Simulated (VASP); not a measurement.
# W (Im-3m) in VASP: single point with PBE

Aim: the single point of W with PBE.

Everything below comes from runs of VASP 6.6.1. Logs are shortened: lines on timing, memory, paths and dates and some standing lists are left out, and cuts for length are marked.

## 1. The crystal as given

It takes space group Im-3m (No. 229, cubic). Conventional cell: a = 3.185 Å, b = 3.185 Å, c = 3.185 Å, α = 90.00°, β = 90.00°, γ = 90.00°. W (site symmetry m-3m) is surrounded by 8 W at 2.76 Å.

## 2. Single point, PBE

Contents of INCAR:

```
PREC     = Accurate       # precision mode
ENCUT    = 520            # plane-wave cutoff, eV
EDIFF    = 1E-6           # SCF threshold, eV
ISMEAR   = 1              # smearing method
SIGMA    = 0.1            # smearing width, eV
LREAL    = False          # projectors in reciprocal space
LASPH    = True           # aspherical terms in the spheres
NELM     = 80             # most SCF steps
ALGO     = Normal         # electronic algorithm
ISIF     = 2              # what is computed and relaxed
LWAVE    = False          # write WAVECAR
LCHARG   = False          # write CHGCAR
GGA      = PE             # functional
NBANDS   = 13             # bands
ICORELEVEL= 1
```

Contents of KPOINTS:

```
Automatic mesh
0
Gamma
  15 15 24
```

Contents of POSCAR:

```
W
1.0
    2.7579548900      0.0000000000      0.0000000000
   -0.9193183000      2.6002248100      0.0000000000
    0.9193183000      1.3001124000      2.2518607400
W
1
Direct
    0.0000000000      0.0000000000      0.0000000000
```

Potentials or basis: VASP PAW PBE potentials, release 64 (W_sv).

Run with:

```sh
$ cat potpaw_PBE.64/W_sv/POTCAR > POTCAR
$ mpirun -np 1 vasp_std > vasp.out
```

OUTCAR:

```text
PREC = Accurate
   ENCUT = 520
   EDIFF = 1E-6
   ISMEAR = 1
   LREAL = False
   LASPH = True
   NELM = 80
   ISIF = 2
   GGA = PE

 ion  position               nearest neighbor table
   1  0.000  0.000  0.000-

  LATTYP: Found a body centered cubic cell.
 ALAT       =     3.1846119992

  Lattice vectors:

 A1 = (   0.9193182900,   1.3001124100,  -2.2518607400)
 A2 = (  -2.7579548900,   0.0000000000,   0.0000000000)
 A3 = (   0.9193183000,   1.3001124000,   2.2518607400)

Analysis of symmetry for initial positions (statically):
=====================================================================
 Subroutine PRICEL returns:
 Original cell was already a primitive cell.

 Routine SETGRP: Setting up the symmetry group for a
 body centered cubic supercell.

 Subroutine GETGRP returns: Found 48 space group operations
 (whereof 48 operations were pure point group operations)
 out of a pool of 48 trial point group operations.

The static configuration has the point symmetry O_h .

Analysis of symmetry for dynamics (positions and initial velocities):
=====================================================================
 Subroutine PRICEL returns:
 Original cell was already a primitive cell.

 Routine SETGRP: Setting up the symmetry group for a
 body centered cubic supercell.

 Subroutine GETGRP returns: Found 48 space group operations
 (whereof 48 operations were pure point group operations)
 out of a pool of 48 trial point group operations.

The dynamic configuration has the point symmetry O_h .

 Subroutine INISYM returns: Found 48 space group operations
 (whereof 48 operations are pure point group operations),
 and found     1 'primitive' translations

----------------------------------------------------------------------------------------

                                     Primitive cell

  volume of cell :      16.1488

  direct lattice vectors                    reciprocal lattice vectors
     2.757954890  0.000000000  0.000000000     0.362587511  0.128194044 -0.222038598
    -0.919318300  2.600224810  0.000000000     0.000000000  0.384582132 -0.222038596
     0.919318300  1.300112400  2.251860740     0.000000000  0.000000000  0.444077195

  length of vectors
     2.757954890  2.757954894  2.757954891     0.444077195  0.444077194  0.444077195

  position of ions in fractional coordinates (direct lattice)
     0.000000000  0.000000000  0.000000000

  ion indices of the primitive-cell ions
   primitive index   ion index
                 1           1

----------------------------------------------------------------------------------------

 KPOINTS: Automatic mesh

Automatic generation of k-mesh.
 Grid dimensions read from file:
 generate k-points for:   15   15   24

 Generating k-lattice:

  Cartesian coordinates                     Fractional coordinates (reciprocal lattice)
     0.024172501  0.008546270 -0.014802573     0.066666667  0.000000000  0.000000000
     0.000000000  0.025638809 -0.014802573     0.000000000  0.066666667  0.000000000
     0.000000000  0.000000000  0.018503216     0.000000000  0.000000000  0.041666667

  Length of vectors
     0.029605146  0.029605146  0.018503216

  Shift w.r.t. Gamma in fractional coordinates (k-lattice)
     0.000000000  0.000000000  0.000000000

 -----------------------------------------------------------------------------
|                                                                             |
|           W    W    AA    RRRRR   N    N  II  N    N   GGGG   !!!           |
|           W    W   A  A   R    R  NN   N  II  NN   N  G    G  !!!           |
|           W    W  A    A  R    R  N N  N  II  N N  N  G       !!!           |
|           W WW W  AAAAAA  RRRRR   N  N N  II  N  N N  G  GGG   !            |
|           WW  WW  A    A  R   R   N   NN  II  N   NN  G    G                |
|           W    W  A    A  R    R  N    N  II  N    N   GGGG   !!!           |
|                                                                             |
|     Your reciprocal lattice and k-lattice belong to different lattice       |
|     classes:                                                                |
|                                                                             |
|        The reciprocal lattice is face-centered cubic,                       |
|        whereas your k-lattice is base-centered monoclinic.                  |
|                                                                             |
|     Results are often still useful ...                                      |
|                                                                             |
 -----------------------------------------------------------------------------

 WARNING: IBZKPT: internal override: KBLOWUP is changed to .FALSE.
      ... skipping the blow-up phase ...

 Subroutine IBZKPT returns following result:
 ===========================================

 Found   1248 irreducible k-points:

 Following reciprocal coordinates:
            Coordinates               Weight
  0.000000  0.000000  0.000000      1.000000
  0.066667 -0.000000  0.000000      6.000000
  0.133333 -0.000000 -0.000000      6.000000
  0.200000 -0.000000  0.000000      6.000000
  0.266667 -0.000000 -0.000000      6.000000
  0.333333 -0.000000 -0.000000     12.000000
[... 16 lines left out ...]
  0.333333  0.200000 -0.000000     24.000000
  0.400000  0.200000 -0.000000      6.000000
 [... further k-points ...]
   k-points           NKPTS =   1248   k-points in BZ     NKDIM =   1248   number of bands    NBANDS=     13
   number of dos      NEDOS =    301   number of ions     NIONS =      1
   total plane-waves  NPLWV =  13824
   dimension x,y,z NGX =    24 NGY =   24 NGZ =   24
   dimension x,y,z NGXF=    48 NGYF=   48 NGZF=   48
   ions per type =               1
   NGX,Y,Z   is equivalent  to a cutoff of  14.47, 14.47, 14.47 a.u.
   NGXF,Y,Z  is equivalent  to a cutoff of  28.93, 28.93, 28.93 a.u.
 SYSTEM =  unknown system
   PREC   = accura    normal or accurate (medium, high low for compatibility)
   ISTART =      0    job   : 0-new  1-cont  2-samecut
   ICHARG =      2    charge: 1-file 2-atom 10-const
   ISPIN  =      1    spin polarized calculation?
   LNONCOLLINEAR =      F non collinear calculations
   LSORBIT =      F    spin-orbit coupling
   LASPH  =      T    aspherical Exc in radial PAW
   ENCUT  =  520.0 eV  38.22 Ry    6.18 a.u.   5.13  5.13  5.13*2*pi/ulx,y,z
   NELM   =     80;   NELMIN=  2; NELMDL= -5     # of ELM steps
   EDIFF  = 0.1E-05   stopping-criterion for ELM
   LREAL  =      F    real-space projection
   EDIFFG = 0.1E-04   stopping-criterion for IOM
   NSW    =      0    number of steps for IOM
   IBRION =     -1    ionic relax: 0-MD 1-quasi-New 2-CG
   NFREE  =      0    steps in history (QN), initial steepest desc. (CG)
   ISIF   =      2    stress and relaxation
   ISYM   =      2    0-nonsym 1-usesym 2-fastsym
   POTIM  = 0.5000    time-step for ionic-motion
   TEBEG  =    0.0;   TEEND  =   0.0 temperature during run
   PSTRESS=    0.0 pullay stress
   NELECT =      14.0000    total number of electrons
   NUPDOWN=      -1.0000    fix difference up-down
   EMIN   =  10.00;   EMAX   =-10.00  energy-range for DOS
   EFERMI =   0.00;   METHOD = LEGACY
   ISMEAR =     1;   SIGMA  =   0.10  broadening in eV -4-tet -1-fermi 0-gaus
   EFERMI_NEDOS =   21; number of points for ismear=-14 and -15
   IALGO  =     38    algorithm
   IMIX   =      4    mixing-type and parameters
     AMIX     =   0.40;   BMIX     =  1.00
     AMIX_MAG =   1.60;   BMIX_MAG =  1.00
  volume/ion in A,a.u.               =      16.15       108.98
  Fermi-wavevector in a.u.,A,eV,Ry     =   1.561005  2.949872 33.153817  2.436737
  Thomas-Fermi vector in A             =   2.664134
   LORBIT       =      0    0 simple, 1 ext, 2 COOP (PROOUT), +10 PAW based schemes
   GGA     = PE    functional components
   LHFCALC =     F    Hartree Fock is set to
   AEXX    =    0.0000 exact exchange contribution
   IVDW    =     0    specifies the selected vdW correction
   LEPSILON=     F    determine dielectric tensor
   LRPA    =     F    only Hartree local field effects (RPA)
 non-spin polarized calculation
 Methfessel and Paxton  Order N= 1 SIGMA  =   0.10
  energy-cutoff  :      520.00
  volume of cell :       16.15
 maximum number of plane-waves:       449
 NGX is ok and might be reduce to    24
   NGX = 11   NGY = 11   NGZ = 11

 number of electron      14.0000002 magnetization

 Free energy of the ion-electron system (eV)
  ---------------------------------------------------
  ext. energy  EPLUGINS =         0.00000000
  ---------------------------------------------------
  free energy    TOTEN  =       -12.95445736 eV

  energy without entropy =      -12.95469612  energy(sigma->0) =      -12.95453695

 the core state eigenenergies are
   1-  1s -69451.9643  2s -11972.5275  2p -10466.1328  3s  -2745.1365  3p  -2299.2497
       3d  -1787.2098  4s   -553.6028  4p   -407.3912  4d   -222.2743  4f    -17.1791

 E-fermi :  11.1800     XC(G=0): -13.5363

 val. band max:       11.1759233286   @ k =  -0.4667  -0.4667   0.0833
 cond. band min:      11.1816013947   @ k =  -0.0667  -0.4667   0.4167
 fundamental gap:      0.0056780661
 Fermi energy:        11.1800187091

 k-point     1 :       0.0000    0.0000    0.0000
  band No.  band energies     occupation
      1     -63.0346      2.00000
      2     -26.6229      2.00000
      3     -26.6229      2.00000
      4     -26.6229      2.00000
      5       1.6426      2.00000
      6       9.9772      2.00000
      7       9.9772      2.00000
      8       9.9772      2.00000
      9      13.3930      0.00000
     10      13.3930      0.00000
     11      25.6513      0.00000
     12      25.6513      0.00000
     13      25.6513      0.00000

 k-point     2 :       0.0667   -0.0000    0.0000
  band No.  band energies     occupation
      1     -63.0294      2.00000
      2     -26.6793      2.00000
      3     -26.6406      2.00000
      4     -26.6231      2.00000
      5       1.8529      2.00000
      6       9.8500      2.00000
      7       9.9473      2.00000
      8      10.1797      2.00000
      9      13.1939      0.00000
     10      13.3947      0.00000
     11      25.8283      0.00000
     12      26.0094      0.00000
     13      26.1569      0.00000

 k-point     3 :       0.1333   -0.0000   -0.0000
  band No.  band energies     occupation
      1     -63.0144      2.00000
      2     -26.8366      2.00000
      3     -26.6902      2.00000
      4     -26.6238      2.00000
      5       2.4502      2.00000
      6       9.5103      2.00000
      7       9.8076      2.00000
      8      10.7780      2.00000
      9      12.8288     -0.00000
     10      13.4136      0.00000
     11      26.2220      0.00000
     12      27.0385      0.00000
     13      27.3388      0.00000
[... 305 lines left out ...]
 k-point    23 :       0.3333    0.2000   -0.0000
  band No.  band energies     occupation
      1     -62.9059      2.00000
      2     -27.6695      2.00000
      3     -27.1566      2.00000
      4     -26.7443      2.00000
      5       6.2051      2.00000
      6       7.9673      2.00000
      7       9.5243      2.00000
      8      13.1060     -0.00000
      9      14.3611      0.00000
     10      18.6154      0.00000
     11      21.0695      0.00000
     12      24.6764      0.00000
     13      27.1833      0.00000

 k-point    24 :       0.4000    0.2000   -0.0000
  band No.  band energies     occupation
      1     -62.9015      2.00000
      2     -27.6888      2.00000
      3     -27.1898      2.00000
      4     -26.7467      2.00000
      5       6.1954      2.00000
      6       7.9478      2.00000
      7       9.7968      2.00000
      8      13.1486     -0.00000
      9      14.5492      0.00000
     10      19.3443      0.00000
     11      20.2886      0.00000
     12      24.1638      0.00000
     13      27.0566      0.00000

 [... further k-points ...]
[... 5 lines left out ...]
  --------------------------------------------------------------------------------------
  -------------------------------------------------------------------------------------
  Total        0.0218880      0.0218880      0.0218880     -0.0000000     -0.0000000      0.0000000
  in kB        2.1715871      2.1715871      2.1715871     -0.0000000     -0.0000000      0.0000000
  external PRESSURE =       2.1715871 kB  Pullay stress =       0.0000000 kB

 VOLUME and BASIS-vectors are now :
 -----------------------------------------------------------------------------
  energy-cutoff  :      520.00
  volume of cell :       16.15
      direct lattice vectors                 reciprocal lattice vectors
     2.757954890  0.000000000  0.000000000     0.362587511  0.128194044 -0.222038598
    -0.919318300  2.600224810  0.000000000     0.000000000  0.384582132 -0.222038596
     0.919318300  1.300112400  2.251860740     0.000000000  0.000000000  0.444077195

 POSITION                                       TOTAL-FORCE (eV/Angst)
 -----------------------------------------------------------------------------------
      0.00000      0.00000      0.00000        -0.000000      0.000000      0.000000
 -----------------------------------------------------------------------------------
    total drift:                               -0.000000     -0.000000      0.000000

  FREE ENERGIE OF THE ION-ELECTRON SYSTEM (eV)
  ---------------------------------------------------
  free  energy   TOTEN  =       -12.9544573629 eV

  energy  without entropy=      -12.9546961150  energy(sigma->0) =      -12.95453695
```

It took 94 s on 1 thread of Intel Xeon Platinum 8488C (Sapphire Rapids), shared host; peak memory 0.35 GiB.

Results:

- Free energy: -12.9545 eV
- Pressure: 0.2 GPa
- Band gap on the k mesh: none (metal or under the smearing width)

Core levels (eV, on the scale of the bands):
| atom | levels |
| --- | --- |
| 1 W | 1s -69452.0, 2s -11972.5, 2p -10466.1, 3s -2745.1, 3p -2299.2, 3d -1787.2, 4s -553.6, 4p -407.4, 4d -222.3, 4f -17.2 |

The run has no spin-orbit coupling, so splittings on W are missing.
